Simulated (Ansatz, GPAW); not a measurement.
# Ballistic transport through naphthalene-2,6-dithiol between two Al chains, from relaxation to T(E), part 4 of 4

How well does naphthalene-2,6-dithiol between two Al chains conduct once its atoms have relaxed, and how much do cheaper levels lose?

GPAW 26.7.0 and Ansatz 0.2.0; Ansatz plane waves; relaxation of the junction with the lead ends held (the session's first sound run).

So far, transmission at the Fermi level (one spin): step 3 (plane waves, PBE) 0.00516; step 5 (GPAW, szp: basis = "szp(dzp)", PBE, GPAW) 0.00988; step 6 (minimal basis, PBE, GPAW) 0.0142; step 7 (LDA in the dzp basis: xc = "LDA") 0.00707; step 8 (without the relaxation: geometry = "as built", PBE, GPAW) 0.0393. Also open channels of the lead at the Fermi level (one spin): 2 in steps 3, 4 and 8.

**11. Density threshold 0.01**

The Hamiltonian is taken from the last density. The density threshold is one of the tests that end the cycle; the energy must settle too, so a loose value may not be the test that decides.

This step: GPAW LCAO, PAW setups; Landauer transmission from Green's functions with principal layers (ASE), zero bias (GPAW 26.7.0).

Contents of run.py:

```python
import json
import numpy as np
from ase import Atoms
from ase.transport.calculators import TransportCalculator
from gpaw import GPAW, FermiDirac
from gpaw.lcao.tools import get_lcao_hamiltonian
from scipy.linalg import eigh

# The junction with lead layers at both ends, along the third cell vector
device = Atoms(
    ['Al', 'Al', 'Al', 'Al', 'Al', 'Al', 'Al', 'S', 'H', 'C', 'C', 'H', 'C', 'H', 'C', 'C', 'C', 'C', 'H', 'C', 'H', 'C', 'C', 'H', 'S', 'Al', 'Al', 'Al', 'Al', 'Al', 'Al', 'Al'],
    positions=[
        [6.39219, 4.57051, 1.20000],
        [6.39219, 4.57051, 3.60000],
        [6.39219, 4.57051, 6.00000],
        [6.39219, 4.57051, 8.40000],
        [6.39219, 4.57051, 10.80000],
        [5.17284, 5.37152, 12.91574],
        [5.87230, 4.97508, 15.42891],
        [4.59052, 6.17799, 16.81737],
        [7.28841, 6.01046, 18.08630],
        [5.17284, 5.98293, 18.49314],
        [6.51106, 5.95818, 18.85142],
        [3.12791, 5.95256, 19.21945],
        [4.17835, 5.94289, 19.51041],
        [9.04004, 5.90701, 19.84489],
        [6.90106, 5.91493, 20.21446],
        [4.53245, 5.91205, 20.84010],
        [8.26451, 5.91720, 20.61305],
        [5.89599, 5.91241, 21.23858],
        [3.75731, 5.89845, 21.60854],
        [8.61876, 5.94712, 21.94270],
        [9.66925, 5.95930, 22.23341],
        [6.28602, 5.95498, 22.60160],
        [7.62427, 5.98302, 22.95985],
        [5.50881, 6.00426, 23.36711],
        [8.20594, 6.17752, 24.63595],
        [6.92357, 4.97340, 26.02264],
        [7.62145, 5.36321, 28.53711],
        [6.39219, 4.57051, 30.65003],
        [6.39219, 4.57051, 33.05003],
        [6.39219, 4.57051, 35.45003],
        [6.39219, 4.57051, 37.85003],
        [6.39219, 4.57051, 40.25003]],
    cell=[[12.78437, 0.0, 0.0], [0.0, 9.14101, 0.0], [0.0, 0.0, 41.45003]],
    pbc=True)

# One principal layer of the lead: the first 4 atoms of the device
lead = Atoms(
    ['Al', 'Al', 'Al', 'Al'],
    positions=[
        [6.39219, 4.57051, 1.20000],
        [6.39219, 4.57051, 3.60000],
        [6.39219, 4.57051, 6.00000],
        [6.39219, 4.57051, 8.40000]],
    cell=[[12.78437, 0.0, 0.0], [0.0, 9.14101, 0.0], [0.0, 0.0, 9.6]],
    pbc=True)

settings = dict(mode='lcao', basis='dzp', xc='PBE', h=0.2,
                occupations=FermiDirac(0.1), maxiter=250,
                mixer=dict(beta=0.1, nmaxold=8, weight=100.0),
                convergence=dict(density=0.01))
energies = np.arange(-2, 2 + 1e-9, 0.025)
eta = 0.0001
n1, n2 = 1, 1
# k and -k transmit alike, so half of the mesh across the current serves
mesh = [(i, j) for i in range(n1) for j in range(n2) if (i, j) <= (-i % n1, -j % n2)]
weights = np.array([1 if (i, j) == (-i % n1, -j % n2) else 2 for i, j in mesh]) / (n1 * n2)

# [... helper functions left out ...]
fermi_lead = ground_state(lead, (1, 1, 12), 'lead.txt')
fermi_device = ground_state(device, (1, 1, 2), 'device.txt')
# [... loop over the mesh left out, but for ...]
        # Shift the lead onto the potential of the device's first layer
        shift = ((H[:, 0, 0] - H0[:, 0, 0]) / S0[0, 0]).real.mean()
# [...]
kT = 8.617333e-5 * 300
bias = [0.1, 0.2, 0.5, 1.0, 1.5, 2.0]
# [... integrals and printing left out ...]
```

Started as:

```bash
OMP_NUM_THREADS=1 OPENBLAS_NUM_THREADS=1 python run.py
```

Log:

```text
basis functions: device 368, principal layer 52
Fermi level: lead -3.4520 eV, device -3.2198 eV; lead shifted by 0.0245 eV
largest coupling past the next layer 1.42e-15 eV, largest misfit of the first layer 0.078 eV
  E-E_F (eV)   T (one spin)  channels
    -2.000    9.7300e-03    1.0000
    -1.975    1.6018e-02    1.0000
    -1.950    2.8661e-02    1.0000
    -1.925    5.7954e-02    1.0000
    -1.900    1.4751e-01    1.0000
    -1.875    5.7340e-01    1.0000
    -1.850    6.5816e-01    1.0000
    -1.825    1.4247e-01    1.0000
    -1.800    4.3805e-02    1.0000
    -1.775    1.4796e-02    1.0000
    -1.750    3.9023e-03    1.0000
    -1.725    2.3646e-04    1.0000
    -1.700    6.7469e-04    1.0000
    -1.675    4.0961e-03    1.0000
    -1.650    9.8220e-03    1.0000
    -1.625    1.7028e-02    1.0000
[...]
1.825    3.2654e-01    3.0000
     1.850    4.2537e-01    3.0000
     1.875    5.6533e-01    3.0000
     1.900    7.4922e-01    3.0000
     1.925    9.3365e-01    3.0000
     1.950    9.9326e-01    3.0000
     1.975    8.4765e-01    3.0000
     2.000    6.0948e-01    3.0000
conductance at 300 K: 0.0064876 G0 a cell; thermopower -10.74 uV/K
current from the zero-bias T(E) at 0.1 V: 0.049902 uA
current from the zero-bias T(E) at 0.2 V: 0.097733 uA
current from the zero-bias T(E) at 0.5 V: 0.21812 uA
current from the zero-bias T(E) at 1.0 V: 0.38036 uA
current from the zero-bias T(E) at 1.5 V: 0.57928 uA
current from the zero-bias T(E) at 2.0 V: 0.83178 uA
```

Run time: 2.8 min. Hardware: 1 thread of Arm Neoverse N1, shared host; peak memory 1.7 GiB.

The run finished with changed settings (conv = 0.01); it serves as a test.

Side by side:

```csv
quantity,this run,sound run,difference
conductance (G₀),0.0064876,0.0060138,4.7e-4
thermopower (μV/K),-10.745,-14.065,3.32
largest coupling past the next principal layer (eV),1.422e-15,1.256e-15,1.7e-16
largest misfit of the first principal layer (eV),0.078171,0.068375,0.00980
shift that aligns the lead (eV),0.024532,0.019110,0.00542
transmission at the Fermi level (one spin),0.0066238,0.0061370,4.9e-4
```

One result that differs is the thermopower, -10.7 μV/K against -14.1 μV/K.

**12. What came out**

```yaml
conductance: 0.00601 G₀
transmission_at_the_fermi_level_mean_of_the_spins: 0.00614
thermopower: -14.1 μV/K
open_channels_of_the_lead_there: 2
```

What this shows: In the dzp basis the junction conducts 0.00601 G₀ at 300 K, with T = 0.00614 a spin at the Fermi level; no smaller basis tried comes within 10 % of that conductance. Relaxation moved atoms by up to 1.5 Å and took the conductance from 0.0384 to 0.00601 G₀, as a ratio a larger change than the step from dzp to the minimal basis. Plane waves (PBE) give T = 0.00516 there. The junction is in the tunnelling regime at the Fermi level. The negative thermopower says that the thermally weighted transmission is larger above the Fermi level, as for electron-like transport. Measured against the first run (pw-pbe), the nearest curve is that of dzp-LDA (r.m.s. 0.095) and the farthest that of szp (0.27). Over the compared runs wall time goes from 111 s (sz) to 10766 s (pw-pbe), on a shared host; the plane-wave run used 4 threads and the orbital runs 1. The leads kept an estimated spacing and the cell its length, so the junction may be under some tension or compression. Semilocal functionals put molecular levels too near the Fermi level, so such conductances usually come out too high, and chain electrodes have a sharper density of states than real ones. An evenly spaced straight chain is an idealisation: free chains tend to dimerise, zigzag or, where a band edge lies near the Fermi level, turn magnetic. The currents use the zero-bias T(E) throughout, which holds only while the bias is small against the distance to the nearest feature.

[Logs are printed without paths, hosts, clocks, repeated set-up lines and the standing remarks that a program may print on its own settings, such as how far it seeks lower states.]

[Hosts, paths, dates, database ids (printed as entryN), source tags and the programs' standing remarks are cut or masked in the printed files.]
